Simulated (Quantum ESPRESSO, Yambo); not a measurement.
# A GW chain in Yambo: RbCl (Fm-3m), part 2 of 2

Wanted: ground state, empty states, screening and self-energy for RbCl (Fm-3m).

Quantum ESPRESSO 7.5 and Yambo 5.3.0; PBE and many-body steps on it, plane waves. Known limits of the many-body steps: not at the basis limit.

So far. Step 2 (Ground state): The gap is direct, at Γ. Step 3 (Bands along the symmetry lines): The gap is 4.958 eV, as in the run before at this level.

**4. Empty states on the mesh, 4×4×4 mesh, 388 bands**

Level of this step: DFT, PBE with spin-orbit coupling, plane waves, norm-conserving pseudopotentials (Quantum ESPRESSO).

The sums over transitions need many empty states on a uniform mesh; this step solves for them.

Contents of pw.in:

```
&control
  calculation = 'nscf'
  prefix = 'x'
  outdir = 'o'
  pseudo_dir = 'pseudo'
/
&system
  ibrav = 0
  nat = 2
  ntyp = 2
  ecutwfc = 50.0
  nbnd = 388
  force_symmorphic = .true.
  noncolin = .true.
  lspinorb = .true.
/
&electrons
  conv_thr = 1e-9
  electron_maxstep = 80
  diago_full_acc = .true.
  diago_thr_init = 5e-6
/
ATOMIC_SPECIES
  Rb 85.468 Rb.upf
  Cl 35.45 Cl.upf
CELL_PARAMETERS angstrom
  -0.0000000000 3.2895000000 3.2895000000
  3.2895000000 -0.0000000000 3.2895000000
  3.2895000000 3.2895000000 -0.0000000000
ATOMIC_POSITIONS crystal
  Rb 0.0000000000 0.0000000000 0.0000000000
  Cl 0.5000000000 0.5000000000 0.5000000000
K_POINTS automatic
  4 4 4 0 0 0
```

Command:

```bash
$ OMP_NUM_THREADS=1 mpirun -n 4 pw.x -nk 4 -in pw.in > pw.out
```

The program printed:

```text
[banner, memory and clock lines left out]
Program PWSCF v.7.5 starts

     Atomic positions and unit cell read from directory:
     o/x.save/

     Message from routine setup:
     using ibrav=0 with symmetry is DISCOURAGED, use correct ibrav instead

     G-vector sticks info

     bravais-lattice index     =            0
     lattice parameter (alat)  =       8.7911  a.u.
     unit-cell volume          =     480.4147 (a.u.)^3
     number of atoms/cell      =            2
     number of atomic types    =            2
     number of electrons       =        16.00
     number of Kohn-Sham states=          388
     kinetic-energy cutoff     =      50.0000  Ry
     charge density cutoff     =     200.0000  Ry
     Exchange-correlation= PBE
                           (   1   4   3   4   0   0   0)
     Non magnetic calculation with spin-orbit

     celldm(1)=   8.791111  celldm(2)=   0.000000  celldm(3)=   0.000000
     celldm(4)=   0.000000  celldm(5)=   0.000000  celldm(6)=   0.000000

     crystal axes: (cart. coord. in units of alat)
               a(1) = (  -0.000000   0.707107   0.707107 )
               a(2) = (   0.707107  -0.000000   0.707107 )
               a(3) = (   0.707107   0.707107  -0.000000 )

     reciprocal axes: (cart. coord. in units 2 pi/alat)
               b(1) = ( -0.707107  0.707107  0.707107 )
               b(2) = (  0.707107 -0.707107  0.707107 )
               b(3) = (  0.707107  0.707107 -0.707107 )
     Pseudo is Norm-conserving + core correction, Zval =  9.0
     Generated using ONCVPSP code by D. R. Hamann
     Using radial grid of 2308 points, 10 beta functions with:
     Pseudo is Norm-conserving + core correction, Zval =  7.0
     Generated using ONCVPSP code by D. R. Hamann
     Using radial grid of 1028 points, 10 beta functions with:
     Rb                9.00    85.46800     Rb( 1.00)
     Cl                7.00    35.45000     Cl( 1.00)

     48 Sym. Ops., with inversion, found

   Cartesian axes

     site n.     atom                  positions (alat units)
         1        Rb     tau(   1) = (   0.0000000   0.0000000   0.0000000  )
         2        Cl     tau(   2) = (   0.7071068   0.7071068   0.7071068  )

     number of k points=     8
                       cart. coord. in units 2pi/alat
        k(    1) = (   0.0000000   0.0000000   0.0000000), wk =   0.0156250
        k(    2) = (   0.1767767   0.1767767  -0.1767767), wk =   0.1250000
        k(    3) = (  -0.3535534  -0.3535534   0.3535534), wk =   0.0625000
[...]
k(    7) = (  -0.7071068   0.0000000   0.0000000), wk =   0.0468750
        k(    8) = (  -0.7071068   0.3535534   0.0000000), wk =   0.0937500

     Dense  grid:    22995 G-vectors     FFT dimensions: (  40,  40,  40)

     The potential is recalculated from file :
     o/x.save/charge-density

     Starting wfcs are   18 randomized atomic wfcs +  370 random wfcs

     Band Structure Calculation

     End of band structure calculation

          k = 0.0000 0.0000 0.0000 (  2837 PWs)   bands (ev):

   -22.8541 -22.8541 -10.9374 -10.9374  -7.5024  -7.5024  -6.6234  -6.6234
    -6.6234  -6.6234   0.9719   0.9719   1.1060   1.1060   1.1060   1.1060
     6.0644   6.0644   9.0424   9.0424   9.0424   9.0424   9.0559   9.0559
[...]
[... 37 further rows ...]
[...]
111.9057 111.9057 111.9057 111.9057

          k = 0.1768 0.1768-0.1768 (  2872 PWs)   bands (ev):

[...]
[... 37 further rows ...]
[...]
107.3270 107.3270 107.3673 107.3673

          k =-0.3536-0.3536 0.3536 (  2884 PWs)   bands (ev):

[...]
30.9162  30.9162  30.9581  30.9581  31.8344  31.8344  33.0946  33.0946
     [... 37 further rows ...]
   106.5257 106.5257 106.6495 106.6495 107.2669 107.2669 107.2806 107.2806
   108.1905 108.1905 108.4088 108.4090

          k = 0.3536 0.0000 0.0000 (  2858 PWs)   bands (ev):

     [... further k-points ...]

     highest occupied, lowest unoccupied level (ev):     1.1060    6.0644

     XML data file, pseudopotentials, collected wavefunctions
```

Wall time 83 s (4 MPI ranks of Arm Neoverse V1, shared host); peak memory 1.1 GiB; 5.5 min of CPU time.

Numbers from this step:

```
gap                                                           : 4.958 eV
k of the valence top                                          : 0, 0, 0
k of the conduction bottom                                    : 0, 0, 0
least direct gap                                              : 4.958 eV
k points computed                                             : 8
lowest point of the top converged band, above the valence top : 104.7952 eV
```

On this mesh the gap is 4.958 eV.

**5. Conversion and set-up**

This step: Yambo 5.3.0; conversion and set-up on PBE with spin-orbit coupling, plane waves, norm-conserving pseudopotentials.

The states are converted to the many-body program's format and the q mesh is built.

Command:

```bash
$ (cd o/x.save; p2y > p2y.log; mv SAVE ../..); yambo > setup.log
```

The program printed:

```text
 Yambo, version 5.3.0

 [02] CORE Variables Setup
 =========================

  [02.01] Unit cells
  ==================

  Cell kind             :  FCC
  Atoms in the cell     :  Rb  Cl
  number of Rb atoms    :  1
  number of Cl atoms    :  1

  List of atomic masses
  Mass of Rb    :  85.46800
  Mass of Cl    :  35.45000

  List of atomic coordinates    : [cc]
  Rb1       :  0.000000  0.000000  0.000000  order 1
  Cl1       :  6.216254  6.216254  6.216254  order 2

  Alat factors          :  6.216254  6.216254  6.216254 [a.u.]
  Direct lattice volume :  480.4147 [a.u.]
  Direct lattice vectors:  A[ 1 ]  A[ 2 ]  A[ 3 ]
   A[ 1 ]: -0.000000  1.000000  1.000000  [iru]
  -0.000000  6.216254  6.216254  [cc]
   A[ 2 ]:  1.000000 -0.000000  1.000000  [iru]
   6.216254 -0.000000  6.216254  [cc]
   A[ 3 ]:  1.000000  1.000000 -0.000000  [iru]
   6.216254  6.216254 -0.000000  [cc]

  Recip. lattice volume :  0.516325 [a.u.]
  Recip. lattice vectors:  B[ 1 ]  B[ 2 ]  B[ 3 ]
   B[ 1 ]: -0.500000  0.500000  0.500000  [iku]
  -0.505384  0.505384  0.505384  [cc]
   B[ 2 ]:  0.500000 -0.500000  0.500000  [iku]
   0.505384 -0.505384  0.505384  [cc]
   B[ 3 ]:  0.500000  0.500000 -0.500000  [iku]
   0.505384  0.505384 -0.505384  [cc]

  [02.02] Symmetries
  ==================

  Inversion symmetry    : yes
  Spatial inversion     : yes
  Inversion index       :  25
  K-space Time-reversal : no
  Magnetic symmetries   : no
  Group table correct   : yes
  Symmetries units      :  [cc]

   [S  1]:   1.0000     -0.24559E-16 -0.24559E-16 -0.24559E-16   1.0000      0.24559E-16  0.24559E-16  0.24559E-16   1.0000
   [S  2]:  -1.0000      0.24559E-16 -0.24559E-16  0.24559E-16  -1.0000      0.24559E-16 -0.24559E-16 -0.24559E-16   1.0000
   [S  3]:  -1.0000     -0.24559E-16  0.24559E-16  0.24559E-16   1.0000     -0.24559E-16 -0.24559E-16  0.24559E-16  -1.0000
[...]
[... 36 further rows ...]
   [S 47]: -0.24559E-16   1.0000      0.24559E-16  0.24559E-16 -0.24559E-16  -1.0000       1.0000      0.24559E-16 -0.24559E-16
   [S 48]: -0.24559E-16  -1.0000     -0.24559E-16  0.24559E-16  0.24559E-16   1.0000       1.0000     -0.24559E-16  0.24559E-16

  [02.03] Reciprocal space
  ========================

  nG shells         :  263
  nG charge         :  22995
  nG WFs            :   3592
  nC WFs            :  2884
  G-vecs. in first 26 shells:  [ Number ]
     1    9   15   27   51   59   65   89  113
    137   169   181   229   259   283   307   331   339
    387   411   459   531   537   561   609   645
  ...
  Shell energy in first 26 shells:  [ mHa ]
    0.00000      383.119      510.825      1021.65      1404.77      1532.48      2043.30      2426.42      2554.13
    3064.95      3448.07      4086.60      4469.72      4597.43      5108.25      5491.37      5619.08      6129.90
[...]
Grid dimensions      :   4   4   4
  K lattice UC volume  :  0.008068 [a.u.]

  IBZ K-points                                      :   8
  BZ  K-points                                      :   64

  K/Q-points units:
  rlu = crystal or reduced units; cc = cartesian coordinates; iku = interal k-units

  K [1]          [rlu]:  0.000000  0.000000  0.000000
         WF components:  2837
  K [2]          [rlu]: -0.86698E-17 -0.86698E-17  0.25000
         WF components:  2872
  K [3]          [rlu]:  0.17340E-16  0.17340E-16 -0.50000
         WF components:  2884
  K [4]          [rlu]: -0.99171E-17  0.25000      0.25000
         WF components:  2858
  K [5]          [rlu]: -0.26331E-17  0.25000     -0.50000
         WF components:  2880
  [... 2 further k-points ...]
  K [8]          [rlu]:  0.250000 -0.500000 -0.250000
         WF components:  2872

  [02.05] Energies & Occupations
  ==============================

  [X] === General ===
  [X] Electronic Temperature                        :  0.000000  0.000000 [eV K]
  [X] Bosonic    Temperature                        :  0.000000  0.000000 [eV K]
  [X] Finite Temperature mode                       : no
  [X] El. density                                   :  0.22475E+24 [cm-3]
  [X] Fermi Level                                   :  1.105964 [eV]

  [X] === Gaps and Widths ===
  [X] Conduction Band Min                           :  4.958472 [eV]
  [X] Valence Band Max                              :  0.000000 [eV]
  [X] Filled Bands                                  :  16
  [X] Empty Bands                                   :    17   388
  [X] Direct Gap                                    :  4.958472 [eV]
  [X] Direct Gap localized at k                     :  1
  [X] Indirect Gap                                  :  4.958472 [eV]
  [X] Indirect Gap between kpts                     :  1  1
  [X] Last valence band width                       :  0.346786 [eV]
  [X] 1st conduction band width                     :  2.742182 [eV]

  E @ K [1]:  [eV]
  -23.96002 -23.96002 -12.04339 -12.04339  -8.60837  -8.60837  -7.72933  -7.72933
[...]
occ @ K [1]
[...]
E @ K [2]:  [eV]
[...]
occ @ K [2]
[...]
E @ K [3]:  [eV]
[...]
occ @ K [3]
[...]
E @ K [4]:  [eV]
[...]
occ @ K [4]
[...]
E @ K [5]:  [eV]
[...]
occ @ K [5]
[...]
[... 2 further k-points ...]
  E @ K [8]:  [eV]
[...]
occ @ K [8]
[...]
0.000000  0.000000  0.000000  0.000000  0.000000  0.000000  0.000000  0.000000
   0.000000  0.000000  0.000000  0.000000  0.000000  0.000000  0.000000  0.000000

 [03] Transferred momenta grid and indexing
 ==========================================

 IBZ Q-points                                      :   8
 BZ  Q-points                                      :   64

 K/Q-points units:
 rlu = crystal or reduced units; cc = cartesian coordinates; iku = interal k-units

 Q [1]          [rlu]:  0.000000  0.000000  0.000000
 Q [2]          [rlu]: -0.83742E-17 -0.83742E-17  0.25000
 Q [3]          [rlu]:  0.16748E-16  0.16748E-16 -0.50000
[...]
Q [7]          [rlu]:  0.19834E-16 -0.50000     -0.50000
 Q [8]          [rlu]:  0.250000 -0.500000 -0.250000

  [03.01] X indexes
  =================

   [03.01.01] Sigma indexes
   ========================

 [06] Game Over & Game summary
```

The job ended after 2.8 s (1 MPI rank; peak memory 0.25 GiB).

**6. Screening and self-energy, 4×4×4 mesh, 388 bands, screening to 176.9 eV**

G0W0 replaces the xc potential by the self-energy, built once from these orbitals. Only a window of levels is corrected, while the sums run over the empty bands that the input names.

This step: G0W0 on PBE with spin-orbit coupling, plane waves, norm-conserving pseudopotentials.

Contents of gw4.in:

```
HF_and_locXC
gw0
dyson
ppa
em1d
rim_cut
RandQpts= 1000000
RandGvec= 1 RL
EXXRLvcs= 50 Ry
VXCRLvcs= 200 Ry
Chimod= "HARTREE"
% BndsRnXp
 1 | 388 |
%
NGsBlkXp= 13 Ry
% LongDrXp
 1 | 1 | 1 |
%
% GbndRnge
 1 | 388 |
%
DysSolver= "n"
ExtendOut
PPAPntXp= 27.21138 eV
% QPkrange
 1 | 1 | 13 | 20 |
%
```

Command:

```bash
$ OMP_NUM_THREADS=2 mpirun -n 2 yambo -F gw4.in -J gw4 -C gw4 > gw4.log
```

The program printed:

```text
 Yambo, version 5.3.0

 [02] CORE Variables Setup
 =========================

  [... cell, symmetries and grids as in the set-up ...]

  [02.05] Energies & Occupations
  ==============================

  [X] === General ===
  [X] Electronic Temperature                        :  0.000000  0.000000 [eV K]
  [X] Bosonic    Temperature                        :  0.000000  0.000000 [eV K]
  [X] Finite Temperature mode                       : no
  [X] El. density                                   :  0.22475E+24 [cm-3]
  [X] Fermi Level                                   :  1.105964 [eV]

  [X] === Gaps and Widths ===
  [X] Conduction Band Min                           :  4.958472 [eV]
  [X] Valence Band Max                              :  0.000000 [eV]
  [X] Filled Bands                                  :  16
  [X] Empty Bands                                   :    17   388
  [X] Direct Gap                                    :  4.958472 [eV]
  [X] Direct Gap localized at k                     :  1
  [X] Indirect Gap                                  :  4.958472 [eV]
  [X] Indirect Gap between kpts                     :  1  1
  [X] Last valence band width                       :  0.346786 [eV]
  [X] 1st conduction band width                     :  2.742182 [eV]

 [03] Transferred momenta grid and indexing
 ==========================================

 IBZ Q-points                                      :   8
 BZ  Q-points                                      :   64

 K/Q-points units:
 rlu = crystal or reduced units; cc = cartesian coordinates; iku = interal k-units

 Q [1]          [rlu]:  0.000000  0.000000  0.000000
 Q [2]          [rlu]: -0.83742E-17 -0.83742E-17  0.25000
 Q [3]          [rlu]:  0.16748E-16  0.16748E-16 -0.50000
 Q [4]          [rlu]: -0.99171E-17  0.25000      0.25000
 Q [5]          [rlu]: -0.11035E-16  0.25000      0.50000
 Q [6]          [rlu]:  0.16157E-16  0.25000     -0.25000
 Q [7]          [rlu]:  0.19834E-16 -0.50000     -0.50000
 Q [8]          [rlu]:  0.250000 -0.500000 -0.250000

 [04] Coloumb potential Random Integration (RIM)
 ===============================================

  [04.01] RIM initialization
  ==========================

  * Diagonal components only detected *

  8 x (sBL volume)        :  0.064541 [a.u.]
  sBZ random points       :  1000000
  Points outside the sBZ  :   7968281
  RL volume               :  0.516325 [a.u.]
  Integrated volume       :  0.518381 [a.u.]

  [04.02] RIM integrals
  =====================

  Gamma point sphere radius             :  0.072760 [a.u.]
  Points outside the sphere             :   800476
  [Int_sBZ(q=0) 1/q^2]*(Vol_sBZ)^(-1/3) =:  7.776341
                                 should be <:  7.795600

  Summary of Coulomb integrals for non-metallic bands |Q|[au] RIM/Bare

  Q [1] 0.100000E-4 0.997530 * Q [2] 0.218838 1.068930
  Q [4] 0.252692 1.066842 * Q [6] 0.357360 1.029370
  Q [5] 0.419042 1.022832 * Q [3] 0.437675 1.020347
  Q [7] 0.505384 1.017473 * Q [8] 0.565036 1.014532

 [05] Dipoles
 ============

  [05.01] Setup: observables and procedures
  =========================================

  [WARNING] [x,Vnl] slows the Dipoles computation. To neglect it rename the ns.kb_pp file

 [06] Dynamic Dielectric Matrix (PPA)
 ====================================

 [WR./gw4//ndb.pp]---------------------------------------------------------------
  Brillouin Zone Q/K grids (IBZ/BZ)                :    8   64    8   64
  RL vectors                                       :   3647 [WF]
  Coulomb cutoff potential                         : none
  Electronic Temperature                           :  0.000000 [K]
  Bosonic    Temperature                           :  0.000000 [K]
  PPA    diel. fun.  energies                      : Perdew, Burke & Ernzerhof(X)+Perdew, Burke & Ernzerhof(C)
  wavefunctions                                    : Perdew, Burke & Ernzerhof(X)+Perdew, Burke & Ernzerhof(C)
  Global Gauge                                     : length
  X matrix size                                    :   387
  X band range                                     :     1   388
  X e/h energy range                               : -1.000000 -1.000000 [eV]
  X Time ordering                                  : R
  X Hxc Kernel                                     : HARTREE
  X Drude frequency                                :  0.000000  0.000000
  X poles                                          :  100.0000 [o/o]
  RL vectors in the sum                            :   3647
  [r,Vnl] included                                 : yes
  Field direction                                  :  0.577350E-5  0.577350E-5  0.577350E-5
  BZ energy Double Grid                            : no
  BZ energy DbGd points                            : 0
  BZ Q point size factor                           : -1.000000
  X Optical Averaged directions                    : none

 [07] Local Exchange-Correlation + Non-Local Fock
 ================================================

 [VXC] Plane waves :  22995
 [EXS] Plane waves :  2891

 QP @ state[ 1 ] K range:  1  1
 QP @ state[ 1 ] b range:  13  20

 [xc] Functional : Perdew, Burke & Ernzerhof(X)+Perdew, Burke & Ernzerhof(C)
 [xc] LIBXC used to calculate xc functional
  PP Number of Atomic Species                      :  2
  NLCC RL compoments                               :  22995
  PP Number of Atomic Species                      :  2
  NLCC RL compoments                               :  22995

 [xc] E_xc :  -6.714189 [Ha]
      E_xc :  -13.42838 [Ry]

  Local XC kind (lXC) : Perdew, Burke & Ernzerhof(X)+Perdew, Burke & Ernzerhof(C)
  Non-Local XC kind (nlXC) : Hartree-Fock

  Corrections @ K [1] :  [eV]
 <13|nlXC|13> = -18.50011 -0.52545E-17 <13|lXC|13> = -14.01588  0.14539E-13
 <14|nlXC|14> = -18.50011  0.35081E-17 <14|lXC|14> = -14.01588 -0.12275E-09
 <15|nlXC|15> = -18.50006 -0.77541E-17 <15|lXC|15> = -14.01588 -0.25280E-09
 <16|nlXC|16> = -18.50007  0.60484E-17 <16|lXC|16> = -14.01588  0.25861E-09
 <17|nlXC|17> = -3.028266 -0.81751E-18 <17|lXC|17> = -6.591374 -0.33315E-09
 <18|nlXC|18> = -3.028266  0.85297E-18 <18|lXC|18> = -6.591374  0.10128E-09
 <19|nlXC|19> = -3.442017 -0.59470E-18 <19|lXC|19> = -7.740649 -0.10553E-09
 <20|nlXC|20> = -3.441965  0.62847E-18 <20|lXC|20> = -7.740649 -0.18634E-09

 [08] Dyson equation: Newton solver
 ==================================

  [08.01] G0W0 (W PPA)
  ====================

  [  GW  ] Bands range     :     1   388
  [GW/PPA] G damping       :  0.100000 [eV]

  QP @ state[ 1 ] K range:  1  1
  QP @ state[ 1 ] b range:  13  20

   Sc/G bands                                       :     1   388
   Sc/G damping                                     :  0.100000 ev
   Sc bands terminator                              : no
   Sx RL components                                 :  2891

   QP @ state[ 1 ] K range                          :  1  1
   QP @ state[ 1 ] b range                          :  13  20
   GF energies kind                                 : Perdew, Burke & Ernzerhof(X)+Perdew, Burke & Ernzerhof(C)
   GF WF`s kind                                     : Perdew, Burke & Ernzerhof(X)+Perdew, Burke & Ernzerhof(C)
   Xs energies kind                                 : Perdew, Burke & Ernzerhof(X)+Perdew, Burke & Ernzerhof(C)
   Xs WF`s kind                                     : Perdew, Burke & Ernzerhof(X)+Perdew, Burke & Ernzerhof(C)

 [11] Game Over & Game summary
```

Wall time 10 min (2 MPI ranks); peak memory 1.5 GiB; 39 min of CPU time.

Numbers from this step:

```yaml
g0w0_gap_on_the_points_computed: 7.787 eV
starting_gap_on_the_mesh: 4.958 eV
k_of_the_valence_top: 0, 0, 0
k_of_the_conduction_bottom: 0, 0, 0
least_direct_g0w0_gap_on_the_computed_points: 7.787 eV
z_at_the_valence_top: 0.8093
z_at_the_conduction_bottom: 0.8809
```

The gap on the mesh goes from 4.96 eV to 7.79 eV, a correction of +2.83 eV.

Limits: finite bands, cutoff and mesh. v1 is the top filled band, c1 the lowest empty one. Levels before and after the correction, in eV, zero at the valence-band top of each column:

```tsv
	conduction bottom	valence top
Kohn-Sham	4.96	0.00
G0W0	7.79	0.00
```

```tsv
	level	energy (eV)
Kohn-Sham	Γ v4-v1	0.000
Kohn-Sham	Γ c1-c2	4.958
Kohn-Sham	Γ c3-c4	7.936
G0W0	Γ v4-v1	0.000
G0W0	Γ c1-c2	7.787
G0W0	Γ c3-c4	11.371
```

**7. Where the time went**

Times are wall times on the hardware named with each run, good to a factor of about two.

```tsv
step	time	share	memory (GiB)
ground state	13 s	2 %	0.41
bands along the symmetry lines	17 s	2 %	0.32
empty states on the mesh	83 s	12 %	1.1
conversion and set-up	2.8 s	0 %	0.25
screening and self-energy	10 min	84 %	1.5
```

**8. Outcome**

| Item | Value |
| --- | --- |
| PBE gap | 4.96 eV, direct |
| G0W0 gap on the mesh | 7.79 eV |
| GW settings | 4×4×4 mesh, 388 bands, screening to 176.9 eV, Godby-Needs plasmon pole |
| known limits | not at the basis limit |

In words: G0W0 moves the gap on the mesh from 4.96 eV to 7.79 eV (+2.83 eV), with Z of 0.81 and 0.88 at the edges. Only 1 of the mesh's irreducible points was corrected, so a valley elsewhere could overtake. The dearest step here is «screening and self-energy». Bands and cutoff are finite, so the gap is not at the basis limit. The miss can reach some tenths of an eV and take either sign; the mesh is an error of its own. In the G0W0 run levels were corrected at 1 k point alone, so a gap called «on the mesh» is the least over those, and an edge elsewhere would be missed.

[Paths, hosts, dates, memory and timing lines, banners, echoed tables and standing remarks are left out of the program output.]

[Logs are printed without paths, hosts, clocks, repeated set-up lines and the standing remarks that a program may print on its own settings, such as how far it seeks lower states.]

[Runs of the session that timed out or met a known fault of the program may be left out.]

[Hosts, paths, dates, database ids (printed as entryN), source tags and the programs' standing remarks are cut or masked in the printed files.]
